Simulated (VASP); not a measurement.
Here is a VASP 6.6.1 calculation.

File INCAR:

```
SYSTEM = ZrN
ALGO = Normal ; CSHIFT = 0.05
EDIFF = 1E-6 ; ENCUT = 520
GGA = PE ; ISIF = 2
ISMEAR = 0 ; KPAR = 4
LASPH = .True. ; LCHARG = .False.
LOPTICS = .True. ; LREAL = .False.
LWAVE = .False. ; NBANDS = 40
NEDOS = 3000 ; NELM = 80
PREC = Accurate ; SIGMA = 0.05
WPLASMAI = 0
```

File KPOINTS:

```
k-points
0
Gamma
  28 28 28
  0 0 0
```

The input POSCAR:

```
ZrN                                     
1.0
    0.0000000000      2.2769435765      2.2769435765
    2.2769435765      0.0000000000      2.2769435765
    2.2769435765      2.2769435765      0.0000000000
  Zr              N             
     1     1
Direct
     0.5000000000000000    0.5000000000000000    0.5000000000000000
     0.0000000000000000    0.0000000000000000    0.0000000000000000
```

Potentials or basis: VASP PAW PBE potentials, release 64 (Zr_sv, N).

Launch:

```sh
$ cat potpaw_PBE.64/Zr_sv/POTCAR potpaw_PBE.64/N/POTCAR > POTCAR
$ mpirun -np 4 vasp_std > vasp.out
```

**Question.** Estimate the pressure.

**Answer.** 7.3 GPa.

**Question.** What does it give for the band gap on the k mesh?

**Answer.** None (metal or under the smearing width).

Dielectric function (mean over the directions given):
| energy (eV) | real part | imaginary part |
| --- | --- | --- |
| 0.26 | -34.79 | 20.40 |
| 1.29 | 5.27 | 0.35 |
| 2.32 | 6.99 | 0.53 |
| 3.35 | 8.09 | 1.31 |
| 4.38 | 10.22 | 3.15 |
| 5.42 | 8.29 | 7.00 |
| 6.45 | 4.95 | 9.18 |
| 7.48 | 3.87 | 8.52 |
| 8.51 | 1.32 | 8.14 |
| 9.54 | -0.85 | 7.27 |
| 10.57 | -2.67 | 3.86 |
| 11.61 | -3.21 | 1.91 |
| 12.64 | -1.16 | 1.06 |
| 13.67 | -0.07 | 0.81 |
| 14.70 | 0.67 | 1.01 |
| 15.73 | 0.70 | 1.28 |
| 16.76 | 0.39 | 1.78 |
| 17.80 | 0.25 | 1.57 |
| 18.83 | 0.00 | 1.21 |
| 19.94 | 0.08 | 1.09 |

Caveat: independent-particle spectra lack excitons; the intraband (Drude) part of a metal's response may be missing.
